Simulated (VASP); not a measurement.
A run of VASP 6.6.1 is set up as follows.

File INCAR:

```
SYSTEM = B
  PREC = Accurate
  ENCUT = 600
  EDIFF = 1E-6
  ISMEAR = -1
  SIGMA = 0.05
  LREAL = .False.
  LASPH = .True.
  NELM = 80
  ALGO = Normal
  ISIF = 3
  LWAVE = .False.
  LCHARG = .False.
  GGA = PE
  IVDW = 12
  IBRION = 2
  NSW = 40
  EDIFFG = -0.005
```

The input KPOINTS:

```
regular mesh
0
Gamma
  14 14 14
  0 0 0
```

File POSCAR:

```
B
1.0
    1.8852400000      0.0000000000      0.0000000000
    0.0000000000      1.8852400000      0.0000000000
    0.0000000000      0.0000000000      1.8852400000
B
1
Direct
    0.5000000000      0.5000000000      0.5000000000
```

Potentials or basis: VASP PAW PBE potentials, release 64 (B).

Run with:

```bash
$ cat potpaw_PBE.64/B/POTCAR > POTCAR
$ mpirun -np 1 vasp_std > vasp.out
```

**Question.** Predict the relaxed cell.

**Answer.** a = 1.872 Å, b = 1.872 Å, c = 1.872 Å, α = 90.00°, β = 90.00°, γ = 90.00°.

**Question.** Predict the band gap on the k mesh.

**Answer.** None (metal or under the smearing width).

**Question.** Predict the space group after relaxing (to 0.05 Å).

**Answer.** Pm-3m (No. 221).

**Question.** What does it give for the dispersion energy per atom?

**Answer.** -0.227 eV.

Step by step:
| step | energy change (eV) | largest force (eV/Å) | pressure (GPa) | volume (Å³) |
| --- | --- | --- | --- | --- |
| 1 | 0.0000 | 0.0000 | -5.08 | 6.70 |
| 2 | -0.0019 | 0.0000 | 2.25 | 6.50 |
| 3 | -0.0023 | 0.0000 | 0.01 | 6.56 |

Caveat: pairwise dispersion overbinds metals, which lowers pressure and volume.
